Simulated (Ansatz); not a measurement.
# AgBr: the cost of one run

Program: Ansatz 0.2.0. Level of theory: DFT, PBE, plane-wave PAW, default files, scalar-relativistic, as far as a step names no other. These are calculated values, not measurements.

The COD entry's cell or inner coordinates are ideal or old and differ from later refinements, so a difference from it is no clean test against experiment.

1 further run of the same task is left out (set aside as unsound or not needed).

## Step 1: The system as given

The structure is cubic, space group Fm-3m (No. 225). Conventional cell: a = 5.740 Å, b = 5.740 Å, c = 5.740 Å, α = 90.00°, β = 90.00°, γ = 90.00°. Ag (site symmetry m-3m) has 6 Br at 2.87 Å as nearest neighbours. Br (site symmetry m-3m) is surrounded by 6 Ag at 2.87 Å.

As a file:

```
CELL_PARAMETERS angstrom
0.00000 2.87015 2.87015
2.87015 0.00000 2.87015
2.87015 2.87015 0.00000
ATOMIC_POSITIONS crystal
Ag 0.00000 0.00000 0.00000
Br 0.50000 0.50000 0.50000
```

## Step 2: Relaxation of the positions

input.yaml reads:

```yaml
crystal:
  lattice:
    - [0.0, 2.87015, 2.87015]
    - [2.87015, 0.0, 2.87015]
    - [2.87015, 2.87015, 0.0]
  atoms:
    - { symbol: Ag, position: [0.0, 0.0, 0.0] }
    - { symbol: Br, position: [0.5, 0.5, 0.5] }
kpoints:
  mp_grid: { grid: [8, 8, 8] }
scf:
  occupations: { method: fermi_dirac, width: 0.02 }
hamiltonian:
  xc: pbe
  pseudopotentials: { kind: paw }
output:
  forces: true
  stress: true
  populations: true
  efg: { quadrupole_moments_barn: { Br: 0.2579 }, contact_densities: true }
  write_density: true
  write_potential: true
  elf: true
  volumetric_format: npy
relax:
  f_tol: 0.02
  max_steps: 60
```

Command:

```bash
$ ansatz run input.yaml --threads 1 --pin off --max-ram 2560MiB --backend cpu --events-out ev --progress --plain --runs-dir out
```

Q: Estimate wall time and peak memory on 1 thread of Intel Xeon 6975P-C (Granite Rapids), shared host.

About 2.5 s, with a peak of 0.48 GiB.
